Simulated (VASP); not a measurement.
# ZnO in VASP: notebook, part 2 of 3

VASP 6.6.1. Earlier steps stand in the parts before.

### 3 Relaxation of the atoms, PBE

INCAR

```
SYSTEM = ZnO
  PREC = Accurate
  ENCUT = 520
  EDIFF = 1E-6
  ISMEAR = 0
  SIGMA = 0.03
  LREAL = .False.
  LASPH = .True.
  NELM = 80
  ALGO = Normal
  ISIF = 2
  LWAVE = .False.
  LCHARG = .False.
  LDIPOL = .True.
  IDIPOL = 3
  DIPOL = 0.5 0.5 0.500
  GGA = PE
  IBRION = 2
  NSW = 80
  EDIFFG = -0.02
  LUSENCCL = .False.
```

KPOINTS

```
regular mesh
0
Gamma
  8 5 1
  0 0 0
```

POSCAR

```
ZnO
1.0
    3.2865004400      0.0000000000      0.0000000000
    0.0000000000      5.3003900000      0.0000000000
    0.0000000000      0.0000000000     27.3335069900
Zn O
10 10
Direct
    0.9999995200      0.5001730000      0.2743885000
    0.5000005300      0.0001730000      0.3090980300
    0.4999995400      0.5001730000      0.3785168700
    0.0000005500      0.0001730000      0.4132263900
    0.9999995600      0.5001730000      0.4826452400
    0.5000005600      0.0001730000      0.5173547600
    0.4999995800      0.5001730000      0.5867736100
    0.0000005800      0.0001730000      0.6214831300
    0.9999995900      0.5001730000      0.6909019700
    0.5000006000      0.0001730000      0.7256115000
    0.9999995200      0.1208170000      0.2743885000
    0.5000005300      0.6208170000      0.3090980300
    0.4999995400      0.1208170000      0.3785168700
    0.0000005500      0.6208170000      0.4132263900
    0.9999995600      0.1208170000      0.4826452400
    0.5000005600      0.6208170000      0.5173547600
    0.4999995800      0.1208170000      0.5867736100
    0.0000005800      0.6208170000      0.6214831300
    0.9999995900      0.1208170000      0.6909019700
    0.5000006000      0.6208170000      0.7256115000
```

Potentials or basis: VASP PAW PBE potentials, release 64 (Zn, O).

On the command line:

```console
> cat potpaw_PBE.64/Zn/POTCAR potpaw_PBE.64/O/POTCAR > POTCAR
> mpirun -np 1 vasp_std > vasp.out
```

OUTCAR:

```text
SYSTEM = ZnO
   PREC = Accurate
   ENCUT = 520
   EDIFF = 1E-6
   ISMEAR = 0
   LREAL = .False.
   LASPH = .True.
   NELM = 80
   ISIF = 2
   GGA = PE
   IBRION = 2
   NSW = 80
   EDIFFG = -0.02

 ion  position               nearest neighbor table
   1  1.000  0.500  0.274-  12 2.00  12 2.00  11 2.01
   2  0.500  0.000  0.309-  11 2.00  13 2.00  11 2.00  12 2.01
   3  0.500  0.500  0.379-  14 2.00  12 2.00  14 2.00  13 2.01
   4  0.000  0.000  0.413-  13 2.00  15 2.00  13 2.00  14 2.01
   5  1.000  0.500  0.483-  16 2.00  14 2.00  16 2.00  15 2.01
   6  0.500  0.000  0.517-  15 2.00  17 2.00  15 2.00  16 2.01
   7  0.500  0.500  0.587-  18 2.00  16 2.00  18 2.00  17 2.01
   8  0.000  0.000  0.621-  17 2.00  19 2.00  17 2.00  18 2.01
   9  1.000  0.500  0.691-  20 2.00  18 2.00  20 2.00  19 2.01
  10  0.500  0.000  0.726-  19 2.00  19 2.00  20 2.01
  11  1.000  0.121  0.274-   2 2.00   2 2.00   1 2.01
  12  0.500  0.621  0.309-   1 2.00   3 2.00   1 2.00   2 2.01
  13  0.500  0.121  0.379-   4 2.00   2 2.00   4 2.00   3 2.01
  14  0.000  0.621  0.413-   3 2.00   5 2.00   3 2.00   4 2.01
  15  1.000  0.121  0.483-   6 2.00   4 2.00   6 2.00   5 2.01
  16  0.500  0.621  0.517-   5 2.00   7 2.00   5 2.00   6 2.01
  17  0.500  0.121  0.587-   8 2.00   6 2.00   8 2.00   7 2.01
  18  0.000  0.621  0.621-   7 2.00   9 2.00   7 2.00   8 2.01
  19  1.000  0.121  0.691-  10 2.00   8 2.00  10 2.00   9 2.01
  20  0.500  0.621  0.726-   9 2.00   9 2.00  10 2.01

  LATTYP: Found a simple orthorhombic cell.
 ALAT       =     3.2865004400
 B/A-ratio  =     1.6127762940
 C/A-ratio  =     8.3169034932

  Lattice vectors:

 A1 = (   3.2865004400,   0.0000000000,   0.0000000000)
 A2 = (   0.0000000000,   5.3003900000,   0.0000000000)
 A3 = (   0.0000000000,   0.0000000000,  27.3335069900)

Analysis of symmetry for initial positions (statically):
=====================================================================
 Subroutine PRICEL returns:
 Original cell was already a primitive cell.

 Routine SETGRP: Setting up the symmetry group for a
 simple orthorhombic supercell.

 Subroutine GETGRP returns: Found  4 space group operations
 (whereof  2 operations were pure point group operations)
 out of a pool of  8 trial point group operations.

The static configuration has the point symmetry C_1h.
 The point group associated with its full space group is C_2v.

Analysis of symmetry for dynamics (positions and initial velocities):
=====================================================================
 Subroutine PRICEL returns:
 Original cell was already a primitive cell.

 Routine SETGRP: Setting up the symmetry group for a
 simple orthorhombic supercell.

 Subroutine GETGRP returns: Found  4 space group operations
 (whereof  2 operations were pure point group operations)
 out of a pool of  8 trial point group operations.

The dynamic configuration has the point symmetry C_1h.
 The point group associated with its full space group is C_2v.

 Subroutine INISYM returns: Found  4 space group operations
 (whereof  2 operations are pure point group operations),
 and found     1 'primitive' translations

[... 123 lines left out ...]
   NSW    =     80    number of steps for IOM
   IBRION =      2    ionic relax: 0-MD 1-quasi-New 2-CG
   NFREE  =      1    steps in history (QN), initial steepest desc. (CG)
   ISIF   =      2    stress and relaxation
   ISYM   =      2    0-nonsym 1-usesym 2-fastsym
   POTIM  = 0.5000    time-step for ionic-motion
   TEBEG  =    0.0;   TEEND  =   0.0 temperature during run
   PSTRESS=    0.0 pullay stress
   NELECT =     180.0000    total number of electrons
   NUPDOWN=      -1.0000    fix difference up-down
   EMIN   =  10.00;   EMAX   =-10.00  energy-range for DOS
   EFERMI =   0.00;   METHOD = LEGACY
   ISMEAR =     0;   SIGMA  =   0.03  broadening in eV -4-tet -1-fermi 0-gaus
   EFERMI_NEDOS =   21; number of points for ismear=-14 and -15
   IALGO  =     38    algorithm
   IMIX   =      4    mixing-type and parameters
     AMIX     =   0.40;   BMIX     =  1.00
     AMIX_MAG =   1.60;   BMIX_MAG =  1.00
  volume/ion in A,a.u.               =      23.81       160.66
  Fermi-wavevector in a.u.,A,eV,Ry     =   1.183732  2.236929 19.064774  1.401221
  Thomas-Fermi vector in A             =   2.319960
   LORBIT       =      0    0 simple, 1 ext, 2 COOP (PROOUT), +10 PAW based schemes
   GGA     = PE    functional components
   LHFCALC =     F    Hartree Fock is set to
   AEXX    =    0.0000 exact exchange contribution
   IVDW    =     0    specifies the selected vdW correction
   LEPSILON=     F    determine dielectric tensor
   LRPA    =     F    only Hartree local field effects (RPA)
 conjugate gradient relaxation of ions
 non-spin polarized calculation
 Gauss-broadening in eV      SIGMA  =   0.03
  energy-cutoff  :      520.00
  volume of cell :      476.14
 maximum number of plane-waves:     12882
   NGX = 13   NGY = 19   NGZ =101

--------------------------------------- Ionic step        1  -------------------------------------------

 number of electron     180.0000001 magnetization

 Free energy of the ion-electron system (eV)
  ---------------------------------------------------
  ext. energy  EPLUGINS =         0.00000000
  ---------------------------------------------------
  free energy    TOTEN  =       -86.72186295 eV

  energy without entropy =      -86.72186295  energy(sigma->0) =      -86.72186295

------------------------ aborting loop because EDIFF is reached ----------------------------------------

  FORCE on cell =-STRESS in cart. coord.  units (eV):
  Direction    XX          YY          ZZ          XY          YZ          ZX
  --------------------------------------------------------------------------------------
  -------------------------------------------------------------------------------------
  Total       -2.3597220     -5.4414793     -1.3274619      0.0000000      0.0000000      0.0000000
  in kB       -7.9402567    -18.3100986     -4.4667924      0.0000000      0.0000000      0.0000000
  external PRESSURE =     -10.2390492 kB  Pullay stress =       0.0000000 kB
[... 143 lines left out ...]
  FREE ENERGIE OF THE ION-ELECTRON SYSTEM (eV)
  ---------------------------------------------------
  free  energy   TOTEN  =       -87.2374231155 eV

  energy  without entropy=      -87.2374231155  energy(sigma->0) =      -87.23742312

[... ionic steps 4 to 19 ...]

--------------------------------------- Ionic step       20  -------------------------------------------

 number of electron     179.9999877 magnetization

------------------------ aborting loop because EDIFF is reached ----------------------------------------
[... 97 lines left out ...]
  FREE ENERGIE OF THE ION-ELECTRON SYSTEM (eV)
  ---------------------------------------------------
  free  energy   TOTEN  =       -87.4561152101 eV

  energy  without entropy=      -87.4561152101  energy(sigma->0) =      -87.45611521

 dipolmoment           0.000000      0.000000      0.000000 electrons x Angstroem

--------------------------------------- Ionic step       22  -------------------------------------------

 number of electron     179.9999877 magnetization

 dipolmoment           0.000000      0.000000     -0.000000 electrons x Angstroem

 Free energy of the ion-electron system (eV)
  ---------------------------------------------------
  ext. energy  EPLUGINS =         0.00000000
  ---------------------------------------------------
  free energy    TOTEN  =       -87.45642095 eV

  energy without entropy =      -87.45642095  energy(sigma->0) =      -87.45642095

 E-fermi :  -2.1087     XC(G=0):  -5.9979

 val. band max:       -2.2542522253   @ k =   0.0000   0.0000   0.0000
 cond. band min:      -1.4300476841   @ k =   0.0000   0.0000   0.0000
 fundamental gap:      0.8242045411
 Fermi energy:        -2.1087101189

 k-point     1 :       0.0000    0.0000    0.0000
  band No.  band energies     occupation
      1     -20.2848      2.00000
      2     -20.2480      2.00000
      3     -20.0793      2.00000
      4     -19.8747      2.00000
      5     -19.6684      2.00000
      6     -19.5407      2.00000
[... 1564 lines left out ...]
    101       4.4597      0.00000
    102       4.4597      0.00000
 [bands above 102 left out]

------------------------ aborting loop because EDIFF is reached ----------------------------------------

 vacuum level on the upper side and lower side of the slab       (xc-potential included)        -0.122        -0.122

  FORCE on cell =-STRESS in cart. coord.  units (eV):
  Direction    XX          YY          ZZ          XY          YZ          ZX
  --------------------------------------------------------------------------------------
  -------------------------------------------------------------------------------------
  Total        2.6268501      2.5166387     -0.4104951      0.0000000      0.0000000      0.0000000
  in kB        8.8391192      8.4682676     -1.3812798      0.0000000      0.0000000      0.0000000
  external PRESSURE =       5.3087023 kB  Pullay stress =       0.0000000 kB
[... 35 lines left out ...]
  FREE ENERGIE OF THE ION-ELECTRON SYSTEM (eV)
  ---------------------------------------------------
  free  energy   TOTEN  =       -87.4564209490 eV

  energy  without entropy=      -87.4564209490  energy(sigma->0) =      -87.45642095

 reached required accuracy - stopping structural energy minimisation

 vacuum level on the upper side and lower side of the slab         3.456         3.457
```

Wall time 1.9 h (1 × NVIDIA H100 80GB with 1 thread of AMD EPYC 7R13 (Zen 3), shared host); peak memory 1.7 GiB.

Results:

| Item | Value |
| --- | --- |
| Free energy | -87.4564 eV |
| Energy gained by relaxing | 36.7 meV/atom |
| Ionic steps | 22 |
| Largest force after relaxing | 0.014 eV/Å |
| Band gap on the k mesh | 0.82 eV, direct |

Forces on the atoms (eV/Å):
```
Zn   0.000  0.008  0.000
Zn   0.000 -0.014 -0.004
Zn   0.000  0.001  0.001
Zn   0.000  0.008  0.010
Zn   0.000  0.005 -0.009
Zn   0.000  0.005  0.009
Zn   0.000  0.008 -0.010
Zn   0.000  0.001 -0.001
Zn   0.000 -0.014  0.004
Zn   0.000  0.008  0.000
O    0.000 -0.009  0.006
O    0.000 -0.009  0.006
O    0.000 -0.007  0.008
O    0.000  0.007 -0.002
O    0.000  0.010  0.011
O    0.000  0.010 -0.011
O    0.000  0.007  0.002
O    0.000 -0.007 -0.008
O    0.000 -0.009 -0.006
O    0.000 -0.009 -0.006
```

Step by step:
| step | energy change (eV) | largest force (eV/Å) | pressure (GPa) |
| --- | --- | --- | --- |
| 1 | 0.0000 | 1.8050 | -1.02 |
| 2 | -0.4288 | 1.0312 | -0.57 |
| 3 | -0.5156 | 0.8251 | -0.12 |
| 4 | -0.6263 | 0.4319 | -0.01 |
| 5 | -0.6468 | 0.3865 | 0.08 |
| 6 | -0.6820 | 0.2398 | 0.20 |
| 7 | -0.6922 | 0.2578 | 0.30 |
| 8 | -0.7062 | 0.1549 | 0.30 |
| 9 | -0.7073 | 0.1699 | 0.30 |
| 10 | -0.7159 | 0.1512 | 0.36 |
| 11 | -0.7165 | 0.1456 | 0.38 |
| 12 | -0.7237 | 0.1024 | 0.37 |
| 13 | -0.7257 | 0.1051 | 0.37 |
| 14 | -0.7307 | 0.0678 | 0.42 |
| 15 | -0.7310 | 0.0809 | 0.43 |
| 16 | -0.7326 | 0.1060 | 0.45 |
| 17 | -0.7330 | 0.0540 | 0.44 |
| 18 | -0.7337 | 0.0290 | 0.47 |
| 19 | -0.7337 | 0.0337 | 0.49 |
| 20 | -0.7342 | 0.0267 | 0.49 |
| 21 | -0.7343 | 0.0290 | 0.50 |
| 22 | -0.7346 | 0.0145 | 0.53 |

Final structure:
```
Zn O
1.0
     3.28650    0.00000    0.00000
     0.00000    5.30039    0.00000
     0.00000    0.00000   27.33351
Zn O
10 10
Direct
  0.00000 0.46783 0.28691
  0.50000 0.00490 0.30421
  0.50000 0.50072 0.38090
  0.00000 0.00627 0.41155
  0.00000 0.50274 0.48374
  0.50000 0.00274 0.51626
  0.50000 0.50627 0.58845
  0.00000 0.00072 0.61910
  0.00000 0.50490 0.69579
  0.50000 0.96783 0.71309
  0.00000 0.12146 0.27407
  0.50000 0.62702 0.30938
  0.50000 0.12467 0.37730
  0.00000 0.62564 0.41389
  0.00000 0.12369 0.48184
  0.50000 0.62369 0.51816
  0.50000 0.12564 0.58611
  0.00000 0.62467 0.62270
  0.00000 0.12702 0.69062
  0.50000 0.62146 0.72593
```

Levels at points of the mesh, in eV from the valence-band top:
| k point | band 87 | band 88 | band 89 | band 90 | band 91 | band 92 | band 93 | band 94 |
| --- | --- | --- | --- | --- | --- | --- | --- | --- |
| (0.00, 0.00, 0.00) | -0.30 | -0.28 | -0.02 | 0.00 | 0.82 | 1.52 | 2.43 | 3.41 |
| (0.50, 0.00, 0.00) | -1.05 | -1.05 | -0.79 | -0.79 | 4.88 | 4.88 | 5.39 | 5.39 |

(Continued in part 3 of 3.)
